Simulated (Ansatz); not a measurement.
# TiTe2: the cost of one run

Method: DFT PBE, scalar-relativistic, plane waves, PAW, in Ansatz 0.2.0.

## (1) The structure to begin with

It takes space group P-3m1 (No. 164, trigonal). Conventional cell: a = 3.777 Å, b = 3.777 Å, c = 6.498 Å, α = 90.00°, β = 90.00°, γ = 120.00°. Ti (site symmetry -3m) has 6 Te at 2.77 Å as nearest neighbours. Te (site symmetry 3m) has 3 Ti at 2.77 Å as nearest neighbours.

As a file:

```xyz
3
Lattice="3.7770 0.0000 0.0000 -1.8885 3.2710 0.0000 0.0000 0.0000 6.4980" Properties=species:S:1:pos:R:3 pbc="T T T"
Ti    0.0000    0.0000    0.0000
Te    1.8885    1.0903    1.7077
Te    0.0000    2.1807    4.7903
```

The start is a polymorph listed in a database, not an invented cell.

## (2) The guess as it stands, on a coarse mesh

File input.yaml:

```yaml
crystal:
  lattice:
    - [3.77700089, 0.0, 0.0]
    - [-1.88850044, 3.27097872, 0.0]
    - [0.0, 0.0, 6.49800014]
  atoms:
    - { symbol: Ti, position: [0.0, 0.0, 0.0] }
    - { symbol: Te, position: [0.66666667, 0.33333333, 0.26280001] }
    - { symbol: Te, position: [0.33333333, 0.66666667, 0.73719999] }
basis:
  ecutwfc: 420
kpoints:
  mp_grid: { grid: [6, 6, 4] }
hamiltonian:
  xc: pbe
scf:
  occupations: { method: gaussian, width: 0.1 }
  lower_state_search: "off"
output:
  forces: true
  stress: true
  eigenvalues: true
```

On the command line:

```console
$ ansatz run input.yaml --threads 1 --pin off --max-ram 2560MiB --backend cpu --events-out ev --progress --plain --runs-dir out
```

What time and memory should one allow on 1 thread of Intel Xeon 6975P-C (Granite Rapids), shared host?

About 2.1 s, with a peak of 0.41 GiB.
